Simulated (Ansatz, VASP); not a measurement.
## BaTiO3: VASP beside Ansatz

```
Ba Ti O
1.0
    -4.03796    0.00000    0.00000
     0.00000   -2.87636    2.88620
     0.00000    2.87636    2.88620
Ba Ti O
1 1 3
Direct
  0.00000 0.00000 0.00000
  0.50000 0.51430 0.51430
  0.00000 0.48900 0.48900
  0.50000 0.99223 0.50443
  0.50000 0.50443 0.99223
```

Alike in both runs: task single point; functional PBE; k mesh 6 × 6 × 6; occupations fermi-dirac, width 0.0142 eV; no spin polarisation.

```csv
,VASP,Ansatz
version,VASP 6.6.1,Ansatz 0.2.0
potentials or method,"VASP PAW PBE potentials, release 64 (Ba_sv, Ti_sv, O)",PAW plane waves
plane-wave cutoff (eV),520,420
valence electrons in the cell,40,40
```

|  | VASP | Ansatz | Ansatz less VASP |
| --- | --- | --- | --- |
| gap on the k mesh at the Fermi level (eV) | 1.78 | 1.84 | +0.057 |
| pressure (GPa) | -2.5 | -4.0 | -1.53 |
| largest component of the traceless stress (GPa) | 0.37 | 0.36 | -0.007 |
| rms of the force components (eV/Å) | 0.183 | 0.193 | +0.0100 |

Atom by atom the forces differ by 0.014 eV/Å (rms over components). The functional is the same, so the differences come from potentials, cutoffs and numerics.

Caveats: spin-orbit coupling is left out, which moves the levels of the heavy elements. A k mesh can miss the band edges.
